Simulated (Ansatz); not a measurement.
Set up this calculation in Ansatz 0.2.0, as the native input.

```yaml
Task: relaxation of cell and atoms
Functional: LDA
Potentials_or_basis: Ansatz PAW
Cutoff: "420 eV (not typed: the program's choice for these potentials)"
k_mesh: 10 × 10 × 5
Occupations: fermi-dirac, width 0.05 eV
Spin: no spin polarisation
```

Crystal: Hf2N.

```
CELL_PARAMETERS angstrom
3.08017 0.00000 0.00000
-1.54008 2.66750 0.00000
0.00000 0.00000 5.88210
ATOMIC_POSITIONS crystal
Hf 0.00000 0.00000 0.74743
Hf 0.00000 0.00000 0.25257
N 0.66667 0.33333 0.50000
```

The cell was built by a generator and needn't be a form met in nature.

One way to write it, as run:

input.yaml

```yaml
crystal:
  lattice:
    - [3.08017, 0.0, 0.0]
    - [-1.54008, 2.6675, 0.0]
    - [0.0, 0.0, 5.8821]
  atoms:
    - { symbol: Hf, position: [0.0, 0.0, 0.74743] }
    - { symbol: Hf, position: [0.0, 0.0, 0.25257] }
    - { symbol: "N", position: [0.66667, 0.33333, 0.5] }
hamiltonian:
  xc: lda
  pseudopotentials: { kind: paw }
kpoints:
  mp_grid: { grid: [10, 10, 5] }
scf:
  occupations: { method: fermi_dirac, width: 0.05 }
output:
  forces: true
  stress: true
  eigenvalues: true
relax:
  f_tol: 0.01
  max_steps: 40
  cell: { stress_tol: 0.05 }
```

Potentials or basis: Ansatz PAW.

Launch:

```sh
$ ansatz run input.yaml --threads 2 --pin off --max-ram 5632MiB --backend cpu --events-out ev --progress --plain --runs-dir out
```

Results of the run:

| Quantity | Value |
| --- | --- |
| Relaxed volume | 15.06 Å³/atom |
| Relaxed cell | a = 3.018 Å, b = 3.018 Å, c = 5.726 Å, α = 90.00°, β = 90.00°, γ = 120.00° |
| Space group after relaxing (to 0.05 Å) | P-6m2 (No. 187) |
| Energy gained by relaxing | 34.7 meV/atom |
| Ionic steps | 7 |
| Pressure after relaxing | 0.0 GPa |
| Band gap on the k mesh | none (metal or under the smearing width) |

Caveat: the plane-wave basis is chosen anew once the cell has moved, so the energies of steps on either side of that aren't comparable; the pressure holds a Pulay correction of +0.3 GPa for the finite cutoff; the PAW data sets come from PBE, with cores solved anew for the run's functional, which leaves a small shift of forces and pressure.

Wall time 28 s on 2 threads of Arm Neoverse V2, with other jobs on the host, peak memory 0.34 GiB.
